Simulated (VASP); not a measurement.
Output of a VASP run:

File OUTCAR:
```
 ion  position               nearest neighbor table
   1  0.000  0.000  0.000-   2 2.64   2 2.64   2 2.64   2 2.64
   2  0.250  0.250  0.250-   1 2.64   1 2.64   1 2.64   1 2.64
  LATTYP: Found a face centered cubic cell.
 ALAT       =     6.1000000000
 Subroutine PRICEL returns:
 Original cell was already a primitive cell.
 Subroutine GETGRP returns: Found 24 space group operations
The static configuration has the point symmetry T_d .
The dynamic configuration has the point symmetry T_d .
 Subroutine INISYM returns: Found 24 space group operations
 Subroutine IBZKPT returns following result:
 Found     20 irreducible k-points:

 Following reciprocal coordinates:
            Coordinates               Weight
  0.000000  0.000000  0.000000      1.000000
  0.142857  0.000000  0.000000      8.000000
  0.285714  0.000000  0.000000      8.000000
  0.428571  0.000000  0.000000      8.000000
  0.142857  0.142857  0.000000      6.000000
  0.285714  0.142857  0.000000     24.000000
  0.428571  0.142857  0.000000     24.000000
 -0.428571  0.142857  0.000000     24.000000
 -0.285714  0.142857  0.000000     24.000000
 -0.142857  0.142857  0.000000     12.000000
  0.285714  0.285714  0.000000      6.000000
  0.428571  0.285714  0.000000     24.000000
 -0.428571  0.285714  0.000000     24.000000
 -0.285714  0.285714  0.000000     12.000000
  0.428571  0.428571  0.000000      6.000000
 -0.428571  0.428571  0.000000     12.000000
  0.428571  0.285714  0.142857     24.000000
 -0.428571  0.285714  0.142857     48.000000
 -0.428571  0.428571  0.142857     24.000000
 -0.285714  0.428571  0.142857     24.000000
   k-points           NKPTS =     20   k-points in BZ     NKDIM =     20   number of bands    NBANDS=     13
   number of dos      NEDOS =    301   number of ions     NIONS =      2
   total plane-waves  NPLWV =  32768
   dimension x,y,z NGX =    32 NGY =   32 NGZ =   32
   dimension x,y,z NGXF=    64 NGYF=   64 NGZF=   64
   ions per type =               1   1
   PREC   = accura    normal or accurate (medium, high low for compatibility)
   ISTART =      0    job   : 0-new  1-cont  2-samecut
   ICHARG =      2    charge: 1-file 2-atom 10-const
   ISPIN  =      1    spin polarized calculation?
   LNONCOLLINEAR =      F non collinear calculations
   LSORBIT =      F    spin-orbit coupling
   INIWAV =      1    electr: 0-lowe 1-rand  2-diag
   ENCUT  =  520.0 eV  38.22 Ry    6.18 a.u.   8.02  8.02  8.02*2*pi/ulx,y,z
   NELM   =    100;   NELMIN=  2; NELMDL= -5     # of ELM steps
   EDIFF  = 0.1E-05   stopping-criterion for ELM
   LREAL  =      F    real-space projection
   NLSPLINE    = F    spline interpolate recip. space projectors
   LMAXMIX     =    4 max onsite mixed and CHGCAR
   VOSKOWN=      0    Vosko Wilk Nusair interpolation
   EDIFFG = -.1E-01   stopping-criterion for IOM
   NSW    =     60    number of steps for IOM
   NBLOCK =      1;   KBLOCK =     60    inner block; outer block
   IBRION =      2    ionic relax: 0-MD 1-quasi-New 2-CG
   NFREE  =      1    steps in history (QN), initial steepest desc. (CG)
   ISIF   =      3    stress and relaxation
   ISYM   =      2    0-nonsym 1-usesym 2-fastsym
   TEIN   =    0.0    initial temperature
   TEBEG  =    0.0;   TEEND  =   0.0 temperature during run
   SMASS  =  -3.00    Nose mass-parameter (am)
   PSTRESS=    0.0 pullay stress
   NELECT =      18.0000    total number of electrons
   EFERMI =   0.00;   METHOD = LEGACY
   ISMEAR =     0;   SIGMA  =   0.05  broadening in eV -4-tet -1-fermi 0-gaus
   IALGO  =     38    algorithm
   LDIAG  =      T    sub-space diagonalisation (order eigenvalues)
   IMIX   =      4    mixing-type and parameters
     AMIX     =   0.40;   BMIX     =  1.00
     AMIX_MAG =   1.60;   BMIX_MAG =  1.00
     AMIN     =   0.10
   GGA     = MK    functional components
   VOSKOWN =     0    Vosko Wilk Nusair interpolation
   LHFCALC =     F    Hartree Fock is set to
   LHFONE  =     F    Hartree Fock one center treatment
...
```

File OSZICAR:
```
       N       E                     dE             d eps       ncg     rms          rms(c)
DAV:   1     0.829918485452E+02    0.82992E+02   -0.86675E+03   520   0.148E+03
DAV:   2     0.360568362100E+01   -0.79386E+02   -0.75802E+02   555   0.256E+02
DAV:   3    -0.850466144940E+00   -0.44561E+01   -0.44424E+01   665   0.622E+01
DAV:   4    -0.912690786760E+00   -0.62225E-01   -0.62218E-01   651   0.726E+00
DAV:   5    -0.913777131161E+00   -0.10863E-02   -0.10863E-02   640   0.724E-01    0.469E+00
DAV:   6    -0.748082575868E+00    0.16569E+00   -0.58935E-01   638   0.220E+01    0.367E+00
DAV:   7    -0.737484384327E+00    0.10598E-01   -0.11167E-01   580   0.391E+00    0.142E+00
DAV:   8    -0.736862360601E+00    0.62202E-03   -0.41855E-03   715   0.672E-01    0.375E-01
DAV:   9    -0.736854316379E+00    0.80442E-05   -0.77958E-04   545   0.318E-01    0.112E-01
DAV:  10    -0.736860049284E+00   -0.57329E-05   -0.71596E-05   628   0.849E-02    0.681E-02
DAV:  11    -0.736873697023E+00   -0.13648E-04   -0.22998E-05   540   0.389E-02    0.287E-02
DAV:  12    -0.736873949127E+00   -0.25210E-06   -0.13650E-06   413   0.137E-02
   1 F= -.73687395E+00 E0= -.73687395E+00  d E =-.736874E+00
       N       E                     dE             d eps       ncg     rms          rms(c)
DAV:   1    -0.839219317516E+00   -0.10235E+00   -0.13573E+00   630   0.232E+01    0.224E+00
DAV:   2    -0.754031761770E+00    0.85188E-01   -0.31771E-01   615   0.134E+01    0.794E-01
DAV:   3    -0.742983180082E+00    0.11049E-01   -0.90530E-03   540   0.785E-01    0.396E-01
DAV:   4    -0.739910206813E+00    0.30730E-02   -0.22716E-03   595   0.363E-01    0.146E-01
DAV:   5    -0.739748707548E+00    0.16150E-03   -0.19822E-04   608   0.160E-01    0.928E-02
DAV:   6    -0.739696420229E+00    0.52287E-04   -0.93924E-05   570   0.123E-01    0.181E-02
DAV:   7    -0.739696653555E+00   -0.23333E-06   -0.83990E-06   686   0.545E-02
   2 F= -.73969665E+00 E0= -.73969665E+00  d E =-.282270E-02
       N       E                     dE             d eps       ncg     rms          rms(c)
DAV:   1    -0.743738165108E+00   -0.40417E-02   -0.51732E-02   630   0.437E+00    0.443E-01
DAV:   2    -0.740396903925E+00    0.33413E-02   -0.13852E-02   615   0.296E+00    0.153E-01
DAV:   3    -0.739980178883E+00    0.41673E-03   -0.38393E-04   563   0.236E-01    0.770E-02
DAV:   4    -0.739860882846E+00    0.11930E-03   -0.10654E-04   595   0.940E-02    0.298E-02
DAV:   5    -0.739854667868E+00    0.62150E-05   -0.81177E-06   640   0.307E-02    0.211E-02
DAV:   6    -0.739851661359E+00    0.30065E-05   -0.37993E-06   525   0.261E-02    0.327E-03
DAV:   7    -0.739851547032E+00    0.11433E-06   -0.37797E-07   275   0.116E-02
   3 F= -.73985155E+00 E0= -.73985155E+00  d E =-.297760E-02
```

**OUTCAR**
```
------------------------ aborting loop because EDIFF is reached ----------------------------------------
  FORCE on cell =-STRESS in cart. coord.  units (eV):
  Direction    XX          YY          ZZ          XY          YZ          ZX
  --------------------------------------------------------------------------------------
  Total        0.0073080      0.0073080      0.0073080     -0.0000000     -0.0000000     -0.0000000
  in kB        0.2025349      0.2025349      0.2025349     -0.0000000     -0.0000000     -0.0000000
  external PRESSURE =       0.2025349 kB  Pullay stress =       0.0000000 kB
  volume of cell :       57.81
      direct lattice vectors                 reciprocal lattice vectors
    -0.000000000  3.068971924  3.068971924    -0.162921008  0.162921008  0.162921008
     3.068971924  0.000000000  3.068971924     0.162921008 -0.162921008  0.162921008
     3.068971924  3.068971924 -0.000000000     0.162921008  0.162921008 -0.162921008
 POSITION                                       TOTAL-FORCE (eV/Angst)
 -----------------------------------------------------------------------------------
      0.00000      0.00000      0.00000        -0.000000      0.000000      0.000000
      1.53449      1.53449      1.53449         0.000000     -0.000000     -0.000000
 -----------------------------------------------------------------------------------
    total drift:                                0.000000      0.000000      0.000000
  FREE ENERGIE OF THE ION-ELECTRON SYSTEM (eV)
  ---------------------------------------------------
  free  energy   TOTEN  =        -0.7398515470 eV

  energy  without entropy=       -0.7398515470  energy(sigma->0) =       -0.73985155

 reached required accuracy - stopping structural energy minimisation
```
(Selected blocks of OUTCAR.)

POSCAR:
```
ZnTe
1
    0.0000000000     3.0500000000     3.0500000000
    3.0500000000     0.0000000000     3.0500000000
    3.0500000000     3.0500000000     0.0000000000
Zn Te
1 1
Direct
  0.0000000000   0.0000000000   0.0000000000
  0.2500000000   0.2500000000   0.2500000000
```

Question: Write an INCAR and KPOINTS that could have produced this output.

Answer: Several could match; the one computed here: the input of the run itself, rev-vdW-DF2, plane waves, VASP's PBE PAW potentials (set 64).

INCAR:
```
LMAXMIX=4   ! l cut-off of mixed one-centre charges
PARAM1=0.1234568
PREC=Accurate
EDIFF=1E-6   ! SCF stop (eV)
ZAB_VDW=-1.8867
SYSTEM=ZnTe
ALGO=Normal   ! blocked Davidson
LASPH=.TRUE.   ! aspherical one-centre terms
PARAM2=0.7114
LCHARG=.FALSE.
NSW=60   ! most ionic steps
AGGAC=0.0
IBRION=2
LWAVE=.FALSE.
ISIF=3
LREAL=.FALSE.   ! projection in real space or not
SIGMA=0.05   ! width (eV)
EDIFFG=-0.01   ! ionic stop
NELM=100   ! most electronic steps
ENCUT=520
LUSE_VDW=.TRUE.
ISMEAR=0   ! Gaussian
GGA=MK
```

File KPOINTS:
```
K-points
0
gamma
 7 7 7
0 0 0
```

POTCAR, in this order: Zn Te (PBE.64 set). Program: vasp_std.

The compound is ZnTe in the zinc blende structure. This run relaxes it. Symmetry was kept, so distortions that lower it aren't found.
